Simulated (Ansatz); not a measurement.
All numbers below come from DFT, RPBE, plane waves (420 eV) with PAW, scalar-relativistic in Ansatz 0.2.0. (PAW data from PBE, frozen cores regenerated.)

An element in the hcp structure gives this curve. The cell is scaled uniformly from the relaxed one, with fractional coordinates and shape fixed. Energies are extrapolated to zero smearing, pressures are those at the given smearing. Magnetic state: spin not included.

```
V (Å³/atom)  E − E₀ (meV/atom)  P (GPa)
     12.667              190.2    41.50
     13.242               75.4    24.10
     13.818               16.1    10.53
     14.394                0.0    -0.04
     14.970               17.6    -8.27
     15.545               61.3   -14.63
     16.121              125.1   -19.51
```

(1) Which element is it?
A. molybdenum
B. rhenium
C. rhodium
D. zinc

Answers

(1) C. Its fit is V₀ = 14.36 Å³/atom, B₀ = 236 GPa, B₀′ = 5.3.
